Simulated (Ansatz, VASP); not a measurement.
One calculation of Ti, two programs

```
Ti
1.0
     0.00000    2.04344    2.04344
     2.04344    0.00000    2.04344
     2.04344    2.04344    0.00000
Ti
1
Direct
  0.00000 0.00000 0.00000
```

Change from the starting cell: volume scaled by 1.02.

Alike in both runs: task single point; functional PBEsol; k mesh 11 × 11 × 11; occupations fermi-dirac, width 0.05 eV; no spin polarisation.

|  | VASP | Ansatz |
| --- | --- | --- |
| version | VASP 6.6.1 | Ansatz 0.2.0 |
| potentials or method | VASP PAW PBE potentials, release 64 (Ti_sv), cutoff 520 eV | all-electron LAPW, scalar-relativistic |

Ansatz gave:

| Item | Value |
| --- | --- |
| gap on the k mesh at the Fermi level (eV) | none |
| pressure (GPa) | -2.7 |

What did VASP give for the same quantities?

gap on the k mesh at the Fermi level (eV): none; pressure (GPa): -2.9.

A gap of «none» marks a metal or a gap that the smearing closes. Ansatz ran all-electron here, so the differences hold the error of VASP's frozen core and of both bases.

Caveats: the PAW data sets were made with another functional, which shifts forces and pressure a little (VASP).
